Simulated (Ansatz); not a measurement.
Crystal: MnO.

```xyz
2
Lattice="2.9695 0.0000 0.0000 -1.4847 2.5717 0.0000 0.0000 0.0000 2.8981" Properties=species:S:1:pos:R:3 pbc="T T T"
Mn    0.0000    0.0000    0.0000
O     1.4847    0.8572    1.4490
```

Measurements of this composition are mostly on another form, of space group No. 225.

| Quantity | Value |
| --- | --- |
| Program | Ansatz 0.2.0 |
| Task | single point |
| Functional | PBE |
| Potentials or basis | Ansatz PAW |
| Cutoff | 420 eV (not typed: the program's choice for these potentials) |
| k mesh | 10 × 10 × 9 |
| Occupations | fermi-dirac, width 0.05 eV |
| Spin | collinear spin, ferromagnetic start |
| Starting moments | [4.0, 0.0] μB |

On this cell: pressure -1.3 GPa; largest force under 0.003 eV/Å; net moment 4.75 μB per cell; site moments Mn +4.01; O +0.23 μB; band gap on the k mesh none (metal or under the smearing width).

The same run follows on a disturbed copy (atoms moved at random, drawn with an rms of 0.05 Å):

```
CELL_PARAMETERS angstrom
2.96949 0.00000 0.00000
-1.48474 2.57165 0.00000
0.00000 0.00000 2.89807
ATOMIC_POSITIONS crystal
Mn 0.01133 0.00439 0.98175
O 0.64624 0.32808 0.50727
```

Question: What does the disturbed cell give?

Answer: The energy (extrapolated to zero smearing) moves by +6.7 meV/atom; pressure -0.4 GPa; largest force 0.252 eV/Å; net moment 4.76 μB per cell; site moments Mn +3.91; O +0.22 μB; band gap on the k mesh none (metal or under the smearing width).

Forces on the atoms (eV/Å):
```
Mn  -0.163 -0.074  0.178
O    0.163  0.074 -0.178
```

Stress tensor (GPa, compression positive):
```
  5.00   0.30  -0.57
  0.30   4.62  -0.22
 -0.57  -0.22 -10.90
```

Caveats: a cell with one magnetic atom can't hold antiferromagnetic order, which such compounds often take; semilocal functionals often make such compounds metallic where correlation or magnetic order opens a gap, which also shifts bond lengths.
